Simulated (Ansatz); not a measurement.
**HfO2: band gap under strain**

Aim: follow the gap of HfO2 built on the database structure prototype through these states: +3.0 % equal strain in all directions. The table at the end shows which levels were run.

The runs shown are made with Ansatz 0.2.0. PAW datasets, plane waves. (Simulation; spin polarisation is off.)

## Step 1: Starting point

The unstrained cell was relaxed with r2SCAN; in each strained cell the atoms were relaxed again with r2SCAN. Names of k-points are those of the unstrained zone, where strain can split equivalent points. First state: +3.0 % equal strain in all directions.

It is orthorhombic, Pbcn (No. 60); a = 5.181 Å, b = 5.404 Å, c = 5.211 Å in the conventional setting, 12.16 Å³ an atom. Hf has 6 O at 2.05–2.17 Å; O has 3 Hf at 2.05–2.17 Å.

Structure file:

```cif
data_structure
_symmetry_space_group_name_H-M 'P 1'
_symmetry_Int_Tables_number 1
_cell_length_a 5.4039
_cell_length_b 5.1813
_cell_length_c 5.2111
_cell_angle_alpha 90.000
_cell_angle_beta 90.000
_cell_angle_gamma 90.000
_cell_volume 145.91
loop_
_atom_site_label
_atom_site_type_symbol
_atom_site_fract_x
_atom_site_fract_y
_atom_site_fract_z
_atom_site_occupancy
Hf1 Hf 0.05578 0.25000 0.20433 1
Hf2 Hf 0.44422 0.25000 0.70433 1
Hf3 Hf 0.55578 0.75000 0.20433 1
Hf4 Hf 0.94422 0.75000 0.70433 1
O1 O 0.34846 0.02740 0.38587 1
O2 O 0.15154 0.02740 0.88587 1
O3 O 0.65153 0.52741 0.52280 1
O4 O 0.84847 0.52741 0.02280 1
O5 O 0.34847 0.47259 0.02280 1
O6 O 0.15153 0.47259 0.52280 1
O7 O 0.84846 0.97260 0.38587 1
O8 O 0.65154 0.97260 0.88587 1
```

From earlier runs on the unstrained cell: PBE 4.42 eV, r2SCAN 4.94 eV, HSE06 6.08 eV; a = 5.247 Å, b = 5.030 Å, c = 5.059 Å.

## Step 2: +3.0 % equal strain in all directions: PBE

input.yaml

```yaml
crystal:
  lattice:
    - [5.4039014787, 0.0, 0.0]
    - [0.0, 5.1812799917, 0.0]
    - [0.0, 0.0, 5.2110779855]
  atoms:
    - { symbol: Hf, position: [0.0557784052, 0.2499965791, 0.2043344728] }
    - { symbol: Hf, position: [0.4442215948, 0.2499965791, 0.7043344728] }
    - { symbol: Hf, position: [0.5557784052, 0.7500034209, 0.2043344728] }
    - { symbol: Hf, position: [0.9442215948, 0.7500034209, 0.7043344728] }
    - { symbol: O, position: [0.348464988, 0.0274026037, 0.3858654444] }
    - { symbol: O, position: [0.151535012, 0.0274026037, 0.8858654444] }
    - { symbol: O, position: [0.6515311228, 0.5274131581, 0.5228000829] }
    - { symbol: O, position: [0.8484688772, 0.5274131581, 1.0228000829] }
    - { symbol: O, position: [0.3484688772, 0.4725868419, 1.0228000829] }
    - { symbol: O, position: [0.1515311228, 0.4725868419, 0.5228000829] }
    - { symbol: O, position: [0.848464988, 0.9725973963, 0.3858654444] }
    - { symbol: O, position: [0.651535012, 0.9725973963, 0.8858654444] }
kpoints:
  mp_grid: { grid: [6, 6, 6] }
  band_path:
    path:
      - [0.0, 0.0, 0.0]
      - [0.5, 0.0, 0.0]
      - [0.5, 0.5, 0.0]
      - [0.0, 0.5, 0.0]
      - [0.0, 0.0, 0.5]
      - [0.5, 0.0, 0.5]
      - [0.5, 0.5, 0.5]
      - [0.0, 0.5, 0.5]
      - [0.1, 0.5, 0.0]
      - [0.0, 0.0, -0.088542]
      - [0.0, 0.0, 0.380208]
    npoints: 1
hamiltonian:
  xc: pbe
scf:
  occupations: { method: fermi_dirac, width: 0.02 }
  n_extra_bands: 7
output:
  forces: true
  stress: true
  eigenvalues: true
```

After this run come: +3.0 % equal strain in all directions: r2SCAN; +3.0 % equal strain in all directions: HSE06.

What does the calculation give?

As calculated:

Least gap in eV (negative: overlap), with the change from the unstrained cell in brackets:

| state | volume change (%) | PBE | r2SCAN | HSE06 |
| --- | --- | --- | --- | --- |
| +3.0 % equal strain in all directions | +9.3 | 4.68 (+0.26) | 5.23 (+0.29) | 6.37 (+0.29) |

The HSE06 gap moves by +0.288 eV under +3.0 % equal strain in all directions. PBE and HSE06 differ by 1.66 eV on the unstrained gap, and by at most 0.03 eV on its change: PBE follows the response to strain far better than the gap itself. Spin-orbit coupling is left out of the table, though the cell holds Hf (Z = 72); in an element this heavy it can shift bands and gaps by tenths of an eV.
